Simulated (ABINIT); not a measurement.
# Excitons of KBr (Fm-3m) on ever denser meshes, part 3 of 3

Aim: the absorption spectrum of KBr (Fm-3m) with electron-hole interaction, and what each part of the kernel does.

ABINIT 10.8.3; PBE and many-body steps on it, plane waves. Known limits of the many-body steps: not at the basis limit; no spin-orbit coupling; bindings not settled in the k mesh.

So far. Step 12 (Empty states on the mesh, 8×8×8 mesh, 22 bands): On this mesh the gap is 4.469 eV.

**13. Denser, shifted k mesh (8×8×8)**

This step: Bethe-Salpeter equation on PBE with a scissors shift, plane waves, norm-conserving pseudopotentials.

Input file run.abi:

```
acell 3*1.0 Angstrom
rprim 
  0.000000000000 3.300000000000 3.300000000000
  3.300000000000 -0.000000000000 3.300000000000
  3.300000000000 3.300000000000 0.000000000000
ntypat 2
znucl 19 35
natom 2
typat 1 2
xred 
  0.000000000000 0.000000000000 0.000000000000
  0.500000000000 0.500000000000 0.500000000000
pp_dirpath "pseudos"
pseudos "K.upf, Br.upf"
ecut 33
ngkpt 8 8 8
nshiftk 1
shiftk 0.11 0.21 0.31
kptopt 3
chksymbreak 0
istwfk *1
occopt 1
irdwfk 1
optdriver 99
bs_calctype 1
mbpt_sciss 2.538 eV
bs_loband 6
nband 12
bs_exchange_term 1
bs_coulomb_term 21
bs_coupling 0
bs_algorithm 2
bs_freq_mesh 0 13 0.1 eV
zcut 0.15 eV
ecuteps 3
ecutwfn 16.5
inclvkb 2
mdf_epsinf 2.55
irdden 1
bs_haydock_niter 300
bs_haydock_tol -0.02 0
indata_prefix "in"
outdata_prefix "out"
tmpdata_prefix "tmp"
```

Launch:

```bash
$ OMP_NUM_THREADS=1 mpirun -n 4 abinit run.abi > log
```

Numbers of over 12 decimals in the logs are rounded to 6 here.

What it wrote:

```text
.Version 10.8.3 of ABINIT. v10.8.2 released Aug 2026.

 Symmetries : space group Fm -3 m (#225); Bravais cF (face-center cubic)
[... echo of the input left out ...]
== DATASET  1 ==================================================================
-   mpi_nproc: 4, omp_nthreads: 1 (-1 if OMP is not activated)

--- !DatasetInfo
iteration_state: {dtset: 1, }
dimensions: {natom: 2, nkpt: 512, mband: 12, nsppol: 1, nspinor: 1, nspden: 1, mpw: 1576, }
cutoff_energies: {ecut:  16.5, pawecutdg:  -1.0, }
[...]
0.1000   2.1512   0.0007   1.8581   0.0003   2.0478   0.0005
   0.2000   2.1519   0.0013   1.8583   0.0005   2.0483   0.0010
[...]
0.8000   2.1652   0.0054   1.8636   0.0021   2.0585   0.0041
   0.9000   2.1691   0.0062   1.8651   0.0024   2.0614   0.0047

== END DATASET(S) ==============================================================
================================================================================

 -outvars: echo values of variables after computation  --------
           etotal      0.0000000000E+00
            nband          12
             nkpt         512
          spgroup         225
 [... the other variables as echoed above ...]

 Calculation completed.
```

Run time: 12 min. Hardware: 4 MPI ranks of Intel Xeon 6975P-C (Granite Rapids), shared host; peak memory 4.1 GiB.

Numbers from this step:

```
direct gap of the transition levels : 7.007 eV
transitions in the window           : 6144
Coulomb term of one mesh cell       : 0.4816 eV
```

**14. Window without empty bands**

run.abi, as its differences from that of step 13:

```diff
@@ -15,6 +15,6 @@
 ecut 33
-ngkpt 8 8 8
+ngkpt 4 4 4
 nshiftk 1
-shiftk 0.11 0.21 0.31
-kptopt 3
+shiftk 0 0 0
+kptopt 1
 chksymbreak 0
@@ -27,16 +27,13 @@
 bs_loband 6
-nband 12
+nband 8
 bs_exchange_term 1
-bs_coulomb_term 21
+bs_coulomb_term 11
 bs_coupling 0
-bs_algorithm 2
-bs_freq_mesh 0 13 0.1 eV
+bs_algorithm 1
+bs_freq_mesh 0 10 0.1 eV
 zcut 0.15 eV
-ecuteps 3
+ecuteps 4
 ecutwfn 16.5
 inclvkb 2
-mdf_epsinf 2.55
-irdden 1
-bs_haydock_niter 300
-bs_haydock_tol -0.02 0
+irdscr 1
 indata_prefix "in"
```

What it wrote:

```text
.Version 10.8.3 of ABINIT. v10.8.2 released Aug 2026.

 Symmetries : space group Fm -3 m (#225); Bravais cF (face-center cubic)
================================================================================
 Values of the parameters that define the memory need of the present run
     intxc =       0    ionmov =       0      iscf =       7    lmnmax =       6
     lnmax =       6     mgfft =      36  mpssoang =       3    mqgrid =    3001
     natom =       2  nloc_mem =       1    nspden =       1   nspinor =       1
    nsppol =       1      nsym =      48    n1xccc =    2501    ntypat =       2
    occopt =       1   xclevel =       2
-    mband =           8        mffmem =           1         mkmem =           2
       mpw =        1588          nfft =       46656          nkpt =           8
================================================================================
  Rough estimation (10% accuracy) of disk space for files :
================================================================================

--------------------------------------------------------------------------------
------------- Echo of variables that govern the present computation ------------
--------------------------------------------------------------------------------
 -outvars: echo values of preprocessed input variables --------
            acell      1.8897261259E+00  1.8897261259E+00  1.8897261259E+00 Bohr

     bs_algorithm           1
     bs_freq_mesh      0.00000000E+00  3.67493222E-01  3.67493222E-03 Hartree
        bs_loband           6
      chksymbreak           0
             ecut      1.65000000E+01 Hartree
          ecuteps      4.00000000E+00 Hartree
          ecutwfn      1.65000000E+01 Hartree
-          fftalg         312
           irdscr           1
[...]
- 19.00000   9.00000  171031                  znucl, zion, pspdat
12 -101130 2 -1 2222                          pspcod,pspxc,lmax,lloc,mmax
     nproj     2     2     2
  pspatm : epsatm=    8.42413758
         --- l  ekb(1:nproj) -->
[...]
pspatm: atomic psp has been read  and splines computed

- Br Generated using ONCVPSP code by D. R. Hamann
- 35.00000   7.00000  171031                  znucl, zion, pspdat
12 -101130 2 -1 1098                          pspcod,pspxc,lmax,lloc,mmax
     nproj     2     2     2
  pspatm : epsatm=   11.64859065
         --- l  ekb(1:nproj) -->
[...]
1    5.292495    0.880691
             2    2.589748    0.385882
 pspatm: atomic psp has been read  and splines computed

   3.21163652E+02                                ecore*ucvol(ha*bohr**3)
--------------------------------------------------------------------------------

 ==== K-mesh for the wavefunctions ====
 Number of points in the irreducible wedge :     8
 Reduced coordinates and weights :

     1)     0.00000000E+00  0.00000000E+00  0.00000000E+00       0.01563
     2)     2.50000000E-01  0.00000000E+00  0.00000000E+00       0.12500
     3)     5.00000000E-01  0.00000000E+00  0.00000000E+00       0.06250
[...]
Together with 48 symmetry operations and time-reversal symmetry
 yields    64 points in the full Brillouin Zone.

 ==== Q-mesh for the screening function ====
 Number of points in the irreducible wedge :     8
 Reduced coordinates and weights :

[...]
7)     5.00000000E-01  5.00000000E-01  0.00000000E+00       0.04688
     8)    -2.50000000E-01  5.00000000E-01  2.50000000E-01       0.09375

 Together with 48 symmetry operations and time-reversal symmetry
 yields    64 points in the full Brillouin Zone.

--- !ERROR
message: |
    BSp%nbnds cannot be smaller than homo
    while BSp%nbnds = 8 and Dtset%nelect =    16.00

--- !ERROR
message: |
    BSp%nbnds cannot be smaller than homo
    while BSp%nbnds = 8 and Dtset%nelect =    16.00

--- from the log ---
BSp%nbnds cannot be smaller than homo
    while BSp%nbnds = 8 and Dtset%nelect =    16.00
```

Elapsed: 1.9 s, on 4 MPI ranks; peak memory 0.06 GiB.

The run stopped with an error after 1.9 s.

The program's words: BSp%nbnds cannot be smaller than homo while BSp%nbnds = 8 and Dtset%nelect =    16.00

The fault put into this input: window without empty bands.

**15. The runs together**

Times are wall times on 4 MPI ranks of Intel Xeon 6975P-C (Granite Rapids), shared host, good to a factor of about two.

| run | mesh | transitions | broadening (eV) | direct gap (eV) | lowest state (eV) | binding (eV) | mesh cell's term (eV) | tallest peak (eV) | height | time |
| --- | --- | --- | --- | --- | --- | --- | --- | --- | --- | --- |
| excitons | 4×4×4 | 1152 | 0.15 | 6.974 | 5.850 | 1.124 | 1.036 | 6.90 | 5.35 | 33 s |
| triplet (no exchange term) | 4×4×4 | 384 | 0.15 | 6.974 | 5.809 | 1.165 | 1.036 | - | - | 5.5 s |
| beyond Tamm-Dancoff | 4×4×4 | 384 | 0.15 | 6.974 | 5.850 | 1.124 | 1.036 | 6.90 | 4.92 | 9.6 s |
| model screening | 4×4×4 | 1152 | 0.15 | 6.974 | - | - | 0.963 | 7.10 | 5.39 | 30 s |
| denser, shifted k mesh (6×6×6) | 6×6×6 | 3888 | 0.15 | 7.032 | - | - | 0.642 | 7.70 | 4.93 | 4.7 min |
| denser, shifted k mesh (8×8×8) | 8×8×8 | 6144 | 0.15 | 7.007 | - | - | 0.482 | 7.80 | 5.45 | 12 min |

**16. Summary of results**

```json
{
  "excitons": "lowest state 5.850 eV (not settled in the k mesh)",
  "triplet (no exchange term)": "lowest state 5.809 eV (not settled in the k mesh)",
  "beyond Tamm-Dancoff": "lowest state 5.850 eV (not settled in the k mesh)",
  "model screening": "tallest peak 7.1 eV",
  "denser, shifted k mesh (6×6×6)": "tallest peak 7.7 eV",
  "denser, shifted k mesh (8×8×8)": "tallest peak 7.8 eV"
}
```

**Reading.** On the 4×4×4 mesh the lowest exciton lies at 5.850 eV, 1.124 eV below the direct gap; one cell of the mesh carries a screened Coulomb term of 1.04 eV, so this binding is not shown settled. Triplet (no exchange term), against «excitons (4×4×4)»: the lowest state moves by −0.040 eV (keys changed: nband, bs_exchange_term and bs_freq_mesh). Triplets are dark. Beyond Tamm-Dancoff, against «excitons (4×4×4)»: the lowest state stays within 0.01 eV (keys changed: nband, bs_coupling and bs_freq_mesh). Model screening, against «excitons (4×4×4)»: the tallest peak goes from 6.90 eV to 7.10 eV (keys changed: bs_coulomb_term, bs_algorithm, irdscr, mdf_epsinf, irdden, bs_haydock_niter and bs_haydock_tol). Denser, shifted k mesh (6×6×6), against «model screening (4×4×4)»: the tallest peak goes from 7.10 eV to 7.70 eV (keys changed: ngkpt, shiftk, kptopt and ecuteps). Denser, shifted k mesh (8×8×8), against «denser, shifted k mesh (6×6×6)»: the tallest peak goes from 7.70 eV to 7.80 eV (keys changed: ngkpt, nband and the band window). For «beyond Tamm-Dancoff» the program prints the energy to 0.01 eV alone, so further digits and smaller shifts mean nothing. A rigid shift treats all transitions alike. In the G0W0 table the openings from the upper filled bands to the empty bands at the same k run from +2.54 to +3.27 eV (median +3.27), where the shift is +2.54 eV, so peaks stand off by such differences. Lines within a few meV of each other can be one level split by numerical noise, or distinct levels. Screening is static and electronic alone, and only transitions inside the band window count. The many-body steps are scalar-relativistic: spin-orbit coupling is not in them.

[Paths, hosts, dates, memory and timing lines, banners, echoed tables and standing remarks are left out of the program output.]

[Logs are printed without paths, hosts, clocks, repeated set-up lines and the standing remarks that a program may print on its own settings, such as how far it seeks lower states.]

[Runs of the session that timed out or met a known fault of the program may be left out.]

[Hosts, paths, dates, database ids (printed as entryN), source tags and the programs' standing remarks are cut or masked in the printed files.]

[G0W0 gaps are taken among the corrected bands and points alone; a level outside them can change the order at an edge.]

[Where Ansatz stands beside ABINIT at settings called matched, ABINIT's density can come from a denser mesh and the files from another edition; pairs whose starting gaps differed by over 0.03 eV were left out, so agreement reads better than it is.]
